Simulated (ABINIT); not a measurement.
A run of ABINIT 10.8.3 (patched build):

run.abi

```
# Datasets
ndtset 3

# Pseudopotentials
pp_dirpath "./"
pseudos "Pb.upf"

# Structure
acell 3*1.0 Angstrom
rprim
     0.0000000000     2.4750200000     2.4750200000
     2.4750200000     0.0000000000     2.4750200000
     2.4750200000     2.4750200000     0.0000000000
ntypat 1
znucl 82
natom 1
typat 1
xred
            0.0            0.0            0.0

# Plane-wave basis
ecut 653.073270 eV

# k points
ngkpt 8 8 8
nshiftk 1
shiftk 0.0 0.0 0.0

# Exchange and correlation
ixc 7

# Bands and occupations
nband 14
occopt 3
tsmear 0.136 eV

# SCF cycle
nstep 80

# Output
prteig 0
prtebands 0
prtwf 0
prtden 0
prtpot 0

# Dataset 1: ground state
kptopt1 1
tolvrs1 1.0e-15
prtwf1 1
tolwfr1 1.0e-17
nbdbuf1 3

# Dataset 2: atomic displacements at q = 0.5 0.25 0.75
rfphon2 1
rfatpol2 1 1
rfdir2 1 1 1
getwfk2 1
kptopt2 3
nqpt2 1
qpt2 1/2 1/4 3/4
tolvrs2 1.0e-8

# Dataset 3: atomic displacements at q = 0.5 0.5 0.5
rfphon3 1
rfatpol3 1 1
rfdir3 1 1 1
getwfk3 1
kptopt3 3
nqpt3 1
qpt3 1/2 1/2 1/2
tolvrs3 1.0e-8
```

Potentials or basis: PseudoDojo NC SR LDA v0.4.1 standard.

Run with:

```sh
$ abinit run.abi > log 2>&1
```

Hardware: 1 thread of Arm Neoverse V1, on a shared host.

Question: How long does it take, and how much memory?

Answer: It took 8.9 min on 1 thread of Arm Neoverse V1 (shared host), peak memory 0.46 GiB. Counts: scf iterations 44, k points 29, bands 14, plane waves 1174.
